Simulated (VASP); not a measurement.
# Mg (P6/mmm) in VASP: notebook

Runs on Mg. Level: r2SCAN. Tasks: single point.

All numbers are computed with VASP 6.6.1; they aren't measurements. Logs are shortened: lines on timing, memory, paths and dates and some standing lists are left out, and cuts for length are marked.

**1. Starting point**

Symmetry: P6/mmm, No. 191, hexagonal system. Conventional cell: a = 3.050 Å, b = 3.050 Å, c = 3.045 Å, α = 90.00°, β = 90.00°, γ = 120.00°. Mg (site symmetry 6/mmm) has 8 Mg at 3.04 to 3.05 Å as nearest neighbours.

This isn't the form of Mg at room conditions, which is hcp.

**2. Single point, r2SCAN**

Contents of INCAR:

```
ADDGRID = False
ALGO = Normal
EDIFF = 1E-6
ENCUT = 350
ISIF = 2
ISMEAR = 1
LASPH = True
LCHARG = False
LMIXTAU = True
LREAL = False
LWAVE = False
METAGGA = R2SCAN
NELM = 100
PREC = Accurate
SIGMA = 0.2
```

Contents of KPOINTS:

```
k-points
0
Gamma
  15 15 13
```

Contents of POSCAR:

```
Mg
1.0
    3.0502998005      0.0000000000      0.0000000000
   -1.5251499003      2.6416371164      0.0000000000
    0.0000000000      0.0000000000      3.0448375700
Mg
1
Direct
    0.0000000000      0.0000000000      0.0000000000
```

Potentials or basis: VASP PAW PBE potentials, release 64 (Mg).

On the command line:

```bash
$ cat potpaw_PBE.64/Mg/POTCAR > POTCAR
$ mpirun -np 1 vasp_std > vasp.out
```

OUTCAR:

```text
EDIFF = 1E-6
   ENCUT = 350
   ISIF = 2
   ISMEAR = 1
   LASPH = True
   LREAL = False
   METAGGA = R2SCAN
   NELM = 100
   PREC = Accurate

 Found    189 irreducible k-points:

 Following reciprocal coordinates:
            Coordinates               Weight
  0.000000  0.000000  0.000000      1.000000
  0.066667  0.000000  0.000000      6.000000
  0.133333  0.000000  0.000000      6.000000
  0.200000  0.000000  0.000000      6.000000
  0.266667  0.000000  0.000000      6.000000
  0.333333  0.000000  0.000000      6.000000
   k-points           NKPTS =    189   k-points in BZ     NKDIM =    189   number of bands    NBANDS=      5
   number of dos      NEDOS =    301   number of ions     NIONS =      1
   total plane-waves  NPLWV =   8000
   dimension x,y,z NGX =    20 NGY =   20 NGZ =   20
   dimension x,y,z NGXF=    40 NGYF=   40 NGZF=   40
   ions per type =               1
   NGX,Y,Z   is equivalent  to a cutoff of  10.90, 10.90, 10.92 a.u.
   NGXF,Y,Z  is equivalent  to a cutoff of  21.80, 21.80, 21.84 a.u.
 SYSTEM =  unknown system
   PREC   = accura    normal or accurate (medium, high low for compatibility)
   ISTART =      0    job   : 0-new  1-cont  2-samecut
   ICHARG =      2    charge: 1-file 2-atom 10-const
   ISPIN  =      1    spin polarized calculation?
   LNONCOLLINEAR =      F non collinear calculations
   LSORBIT =      F    spin-orbit coupling
   LASPH  =      T    aspherical Exc in radial PAW
   ENCUT  =  350.0 eV  25.72 Ry    5.07 a.u.   4.65  4.65  4.64*2*pi/ulx,y,z
   NELM   =    100;   NELMIN=  2; NELMDL= -5     # of ELM steps
   EDIFF  = 0.1E-05   stopping-criterion for ELM
   LREAL  =      F    real-space projection
   EDIFFG = 0.1E-04   stopping-criterion for IOM
   NSW    =      0    number of steps for IOM
   IBRION =     -1    ionic relax: 0-MD 1-quasi-New 2-CG
   NFREE  =      0    steps in history (QN), initial steepest desc. (CG)
   ISIF   =      2    stress and relaxation
   ISYM   =      2    0-nonsym 1-usesym 2-fastsym
   POTIM  = 0.5000    time-step for ionic-motion
   TEBEG  =    0.0;   TEEND  =   0.0 temperature during run
   PSTRESS=    0.0 pullay stress
   NELECT =       2.0000    total number of electrons
   NUPDOWN=      -1.0000    fix difference up-down
   EMIN   =  10.00;   EMAX   =-10.00  energy-range for DOS
   EFERMI =   0.00;   METHOD = LEGACY
   ISMEAR =     1;   SIGMA  =   0.20  broadening in eV -4-tet -1-fermi 0-gaus
   EFERMI_NEDOS =   21; number of points for ismear=-14 and -15
   IALGO  =     38    algorithm
   IMIX   =      4    mixing-type and parameters
     AMIX     =   0.40;   BMIX     =  1.00
     AMIX_MAG =   1.60;   BMIX_MAG =  1.00
  volume/ion in A,a.u.               =      24.53       165.57
  Fermi-wavevector in a.u.,A,eV,Ry     =   0.709836  1.341396  6.855535  0.503868
  Thomas-Fermi vector in A             =   1.796524
   LORBIT       =      0    0 simple, 1 ext, 2 COOP (PROOUT), +10 PAW based schemes
   METAGGA = R2SCAN    functional components
   LHFCALC =     F    Hartree Fock is set to
   AEXX    =    0.0000 exact exchange contribution
   IVDW    =     0    specifies the selected vdW correction
   LEPSILON=     F    determine dielectric tensor
   LRPA    =     F    only Hartree local field effects (RPA)
 non-spin polarized calculation
 Methfessel and Paxton  Order N= 1 SIGMA  =   0.20
  energy-cutoff  :      350.00
  volume of cell :       24.53
 maximum number of plane-waves:       393
 NGX is ok and might be reduce to    20

 number of electron       2.0000000 magnetization

 Free energy of the ion-electron system (eV)
  ---------------------------------------------------
  ext. energy  EPLUGINS =         0.00000000
  ---------------------------------------------------
  free energy    TOTEN  =        -3.87080135 eV

  energy without entropy =       -3.87127940  energy(sigma->0) =       -3.87096070

 E-fermi :   2.2949     XC(G=0):  -8.8349

 val. band max:        2.2770225341   @ k =   0.4000   0.0000   0.4615
 cond. band min:       2.3351049681   @ k =   0.4000   0.1333   0.1538
 fundamental gap:      0.0580824340
 Fermi energy:         2.2948848254

 k-point     1 :       0.0000    0.0000    0.0000
  band No.  band energies     occupation
      1      -4.8376      2.00000
      2      10.8253      0.00000
      3      11.7498      0.00000
      4      15.7132      0.00000
      5      15.7132      0.00000

 k-point     2 :       0.0667    0.0000    0.0000
  band No.  band energies     occupation
      1      -4.7348      2.00000
      2      10.8149      0.00000
      3      11.8354      0.00000
      4      14.0968      0.00000
      5      15.0251      0.00000

 k-point     3 :       0.1333    0.0000    0.0000
  band No.  band energies     occupation
      1      -4.4268      2.00000
      2      10.5312      0.00000
      3      12.0924      0.00000
      4      12.1628      0.00000
      5      14.0793      0.00000

 k-point     4 :       0.2000    0.0000    0.0000
  band No.  band energies     occupation
      1      -3.9157      2.00000
      2       9.0012      0.00000
      3      11.5389      0.00000
      4      12.5211      0.00000
      5      13.2548      0.00000

 k-point     5 :       0.2667    0.0000    0.0000
  band No.  band energies     occupation
      1      -3.2046      2.00000
      2       6.9903      0.00000
      3      11.4533      0.00000
      4      12.5879      0.00000
      5      13.1214      0.00000

 k-point     6 :       0.3333    0.0000    0.0000
  band No.  band energies     occupation
      1      -2.2986      2.00000
      2       5.0476     -0.00000
      3      11.3543      0.00000
      4      12.0858      0.00000
      5      13.8918      0.00000

 [... further k-points ...]
[... 5 lines left out ...]
  --------------------------------------------------------------------------------------
  -------------------------------------------------------------------------------------
  Total        0.0938862      0.0938862     -0.0228363     -0.0000000     -0.0000000     -0.0000000
  in kB        6.1310141      6.1310141     -1.4912710     -0.0000000     -0.0000000     -0.0000000
  external PRESSURE =       3.5902524 kB  Pullay stress =       0.0000000 kB

 VOLUME and BASIS-vectors are now :
 -----------------------------------------------------------------------------
  energy-cutoff  :      350.00
  volume of cell :       24.53
      direct lattice vectors                 reciprocal lattice vectors
     3.050299800  0.000000000  0.000000000     0.327836628  0.189276565  0.000000000
    -1.525149900  2.641637116  0.000000000     0.000000000  0.378553130  0.000000000
     0.000000000  0.000000000  3.044837570     0.000000000  0.000000000  0.328424744

 POSITION                                       TOTAL-FORCE (eV/Angst)
 -----------------------------------------------------------------------------------
      0.00000      0.00000      0.00000        -0.000000      0.000000      0.000000
 -----------------------------------------------------------------------------------
    total drift:                                0.000000      0.000000      0.000000

  FREE ENERGIE OF THE ION-ELECTRON SYSTEM (eV)
  ---------------------------------------------------
  free  energy   TOTEN  =        -3.8708013521 eV

  energy  without entropy=       -3.8712794048  energy(sigma->0) =       -3.87096070
```

Run time: 31 s. Hardware: 1 thread of Intel Xeon 6975P-C (Granite Rapids), shared host; peak memory 0.13 GiB.

These settings aren't checked as converged: the numbers below hold their error.

What came out:

| Property | Result |
| --- | --- |
| Free energy | -3.8708 eV |
| Pressure | 0.4 GPa |
| Band gap on the k mesh | none (metal or under the smearing width) |

Caveat: the PAW data sets were made with another functional, which shifts forces and pressure a little.

**3. Single point, r2SCAN**

This run uses another cell than the first one, of the same volume but with other edges.

INCAR is that of step 2.

KPOINTS is that of step 2.

Contents of POSCAR:

```
Mg
1.0
    3.1430880000     -0.0084060000     -0.0278050000
   -1.5788240000      2.6046760000      0.0276970000
   -0.0277550000      0.0158990000      3.0020770000
Mg
1
Direct
   -0.0144770000      0.0117080000      0.0082640000
```

Potentials or basis: VASP PAW PBE potentials, release 64 (Mg).

On the command line:

```bash
$ cat potpaw_PBE.64/Mg/POTCAR > POTCAR
$ mpirun -np 1 vasp_std > vasp.out
```

OUTCAR:

```text
EDIFF = 1E-6
   ENCUT = 350
   ISIF = 2
   ISMEAR = 1
   LASPH = True
   LREAL = False
   METAGGA = R2SCAN
   NELM = 100
   PREC = Accurate

 Found   1463 irreducible k-points:

 Following reciprocal coordinates:
            Coordinates               Weight
  0.000000  0.000000  0.000000      1.000000
  0.066667 -0.000000 -0.000000      2.000000
  0.133333 -0.000000  0.000000      2.000000
  0.200000 -0.000000  0.000000      2.000000
  0.266667 -0.000000  0.000000      2.000000
  0.333333  0.000000  0.000000      2.000000
[... 123 lines left out ...]

------------------------ aborting loop because EDIFF is reached ----------------------------------------

  FORCE on cell =-STRESS in cart. coord.  units (eV):
  Direction    XX          YY          ZZ          XY          YZ          ZX
  --------------------------------------------------------------------------------------
  -------------------------------------------------------------------------------------
  Total       -0.2187271      0.1923221      0.1202263      0.0254727      0.0141999     -0.0635329
  in kB      -14.2834588     12.5591391      7.8510971      1.6634362      0.9272900     -4.1488657
  external PRESSURE =       2.0422591 kB  Pullay stress =       0.0000000 kB

 VOLUME and BASIS-vectors are now :
 -----------------------------------------------------------------------------
  energy-cutoff  :      350.00
  volume of cell :       24.53
      direct lattice vectors                 reciprocal lattice vectors
     3.143088000 -0.008406000 -0.027805000     0.318692044  0.193154686  0.001923445
    -1.578824000  2.604676000  0.027697000     0.001010546  0.384559010 -0.002027282
    -0.027755000  0.015899000  3.002077000     0.002942377 -0.001758937  0.333139234

 POSITION                                       TOTAL-FORCE (eV/Angst)
 -----------------------------------------------------------------------------------
      3.07887      0.02234     -0.00227         0.000000      0.000000      0.000000
 -----------------------------------------------------------------------------------
    total drift:                               -0.000093     -0.000027      0.001280

  FREE ENERGIE OF THE ION-ELECTRON SYSTEM (eV)
  ---------------------------------------------------
  free  energy   TOTEN  =        -3.8659445196 eV

  energy  without entropy=       -3.8661740796  energy(sigma->0) =       -3.86602104
```

Run time: 3.1 min. Hardware: 1 thread of Intel Xeon 6975P-C (Granite Rapids), shared host; peak memory 0.23 GiB.

The run converged, but some of its settings lie outside the range that counts as converged, so its numbers aren't taken as properties of the crystal.

What came out:

```yaml
Free_energy: -3.8659 eV
Pressure: 0.2 GPa
Band_gap_on_the_k_mesh: none (metal or under the smearing width)
```

Caveat: the PAW data sets were made with another functional, which shifts forces and pressure a little.

**4. Single point, r2SCAN**

Changes to INCAR since step 3:

```diff
@@ -3,3 +3,3 @@
 EDIFF = 1E-6
-ENCUT = 350
+ENCUT = 500
 ISIF = 2
```

Contents of KPOINTS:

```
k-points
0
Gamma
  13 13 11
```

Contents of POSCAR:

```
Mg
1.0
    3.0502998005      0.0000000000      0.0000000000
   -1.5251499003      2.6416371164      0.0000000000
    0.0000000000      0.0000000000      3.0448375700
Mg
1
Direct
    0.0000000000      0.0000000000      0.0000000000
```

On the command line:

```bash
$ cat potpaw_PBE.64/Mg/POTCAR > POTCAR
$ mpirun -np 1 vasp_std > vasp.out
```

It took 19 s on 1 thread of Intel Xeon 6975P-C (Granite Rapids), shared host; peak memory 0.14 GiB.

The run converged, but some of its settings lie outside the range that counts as converged, so its numbers aren't taken as properties of the crystal.

Results:

* Free energy: -3.8650 eV
* Pressure: 0.4 GPa
* Band gap on the k mesh: none (metal or under the smearing width)

Caveat: the PAW data sets were made with another functional, which shifts forces and pressure a little.

**5. Single point, r2SCAN**

This run uses another cell than the first one, of the same volume but with other edges.

INCAR is that of step 4.

KPOINTS is that of step 4.

Contents of POSCAR:

```
Mg
1.0
    3.1430880000     -0.0084060000     -0.0278050000
   -1.5788240000      2.6046760000      0.0276970000
   -0.0277550000      0.0158990000      3.0020770000
Mg
1
Direct
   -0.0144770000      0.0117080000      0.0082640000
```

On the command line:

```bash
$ cat potpaw_PBE.64/Mg/POTCAR > POTCAR
$ mpirun -np 1 vasp_std > vasp.out
```

It took 2.4 min on 1 thread of Intel Xeon 6975P-C (Granite Rapids), shared host; peak memory 0.25 GiB.

The run converged, but some of its settings lie outside the range that counts as converged, so its numbers aren't taken as properties of the crystal.

Results:

```yaml
Free_energy: -3.8636 eV
Pressure: 0.3 GPa
Band_gap_on_the_k_mesh: none (metal or under the smearing width)
```

Caveat: the PAW data sets were made with another functional, which shifts forces and pressure a little.

**6. Single point, r2SCAN**

Changes to INCAR since step 5:

```diff
@@ -14,2 +14,2 @@
 PREC = Accurate
-SIGMA = 0.2
+SIGMA = 0.1
```

KPOINTS is that of step 5.

Contents of POSCAR:

```
Mg
1.0
    3.0502998005      0.0000000000      0.0000000000
   -1.5251499003      2.6416371164      0.0000000000
    0.0000000000      0.0000000000      3.0448375700
Mg
1
Direct
    0.0000000000      0.0000000000      0.0000000000
```

Potentials or basis: VASP PAW PBE potentials, release 64 (Mg).

On the command line:

```bash
$ cat potpaw_PBE.64/Mg/POTCAR > POTCAR
$ mpirun -np 1 vasp_std > vasp.out
```

Run time: 21 s. Hardware: 1 thread of Intel Xeon 6975P-C (Granite Rapids), shared host; peak memory 0.15 GiB.

These settings aren't checked as converged: the numbers below hold their error.

Results:

- Free energy: -3.8644 eV
- Pressure: 0.4 GPa
- Band gap on the k mesh: none (metal or under the smearing width)

Caveat: the PAW data sets were made with another functional, which shifts forces and pressure a little.

**7. For comparison**

An earlier run on the cell as given: functional PBE; potentials or basis VASP PAW PBE potentials, release 64 (Mg); cutoff 520 eV; k mesh 10 × 10 × 9; occupations fermi-dirac, width 0.05 eV; no spin polarisation.

* Pressure: 1.1 GPa
* Band gap on the k mesh: none (metal or under the smearing width)
